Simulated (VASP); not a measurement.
Runs of VASP 6.6.1 on MnO. Symmetry: P-6m2, No. 187, hexagonal system. The conventional cell has a = 2.969 Å, b = 2.969 Å, c = 2.898 Å, α = 90.00°, β = 90.00°, γ = 120.00°. Around Mn (site symmetry -6m2) lie 6 O at 2.24 Å. O (site symmetry -6m2) has 6 Mn at 2.24 Å as nearest neighbours. Measurements of this composition are mostly on another form, of space group No. 225.

```tsv
level	spin	U	fixed moment (μB)	gap on the mesh (eV)	pressure (GPa)	moment (μB)
LDA+U	collinear, ferromagnetic start	Mn d U = 6 eV	-	0.49	(a)	5.00
LDA+U	collinear, ferromagnetic start	Mn d U = 6 eV	0	-	-20.3	0.00
LDA	non-collinear, random start, SOC	-	-	-	-19.8	4.43
LDA+U	collinear, random start	Mn d U = 6 eV	-	0.49	-4.5	5.00
LDA+U	off	Mn d U = 6 eV	-	none	-36.6	-
LDA	collinear, ferromagnetic start	-	-	none	-19.3	4.43
LDA	collinear, random start	-	-	none	(b)	4.43
```

Alike in all rows: task single point; potentials or basis VASP PAW LDA potentials, release 64 (Mn_pv, O); cell as given; k mesh 7 × 7 × 7; cutoff (eV) 520; smearing gaussian 0.05 eV.

Question: Estimate the missing entries.

Answer: (a) -4.6; (b) -19.2.

Caveats: a cell with one magnetic atom can't hold antiferromagnetic order, which such compounds often take (some runs); so large a pressure means that the cell lies far from this level's equilibrium, or that cutoff or potentials fall short (some runs); an odd mesh through Γ misses points on the zone boundary, where band edges often lie (some runs); semilocal functionals often make such compounds metallic where correlation or magnetic order opens a gap, which also shifts bond lengths (some runs); the moment is held away from its start (some runs); the total moment is fixed, so each spin has its own Fermi level (some runs); a pressure of tens of GPa on the cell as given is suspect, and the run, the potentials or the cell itself is likely at fault (some runs).

A gap of «none» marks a metal or a gap under the smearing width.
